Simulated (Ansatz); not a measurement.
The system is TaN.

```
CELL_PARAMETERS angstrom
2.93800 0.00000 0.00000
-1.46900 2.54438 0.00000
0.00000 0.00000 2.88300
ATOMIC_POSITIONS crystal
Ta 0.00000 0.00000 0.50000
N 0.66667 0.33333 0.00000
```

Base run:

```yaml
Program: Ansatz 0.2.0
Functional: PBEsol
Potentials_or_basis: Ansatz PAW
Cutoff: "420 eV (not typed: the program's choice for these potentials)"
k_mesh: 10 × 10 × 9
Occupations: fermi-dirac, width 0.05 eV
Spin: no spin polarisation
Hubbard_terms: Ta d U = 4 eV
```

Its results: band gap on the k mesh none (metal or under the smearing width); pressure -1.2 GPa.

Q: The run is repeated on the same cell with these changes: hubbard terms from Ta d U = 4 eV to Ta d U = 1 eV. What comes out?

A: Band gap on the k mesh none (metal or under the smearing width); pressure -4.1 GPa.

Caveats: U without spin polarisation on a metal has little footing; the PAW data sets come from PBE, with cores solved anew for the run's functional, which leaves a small shift of forces and pressure.
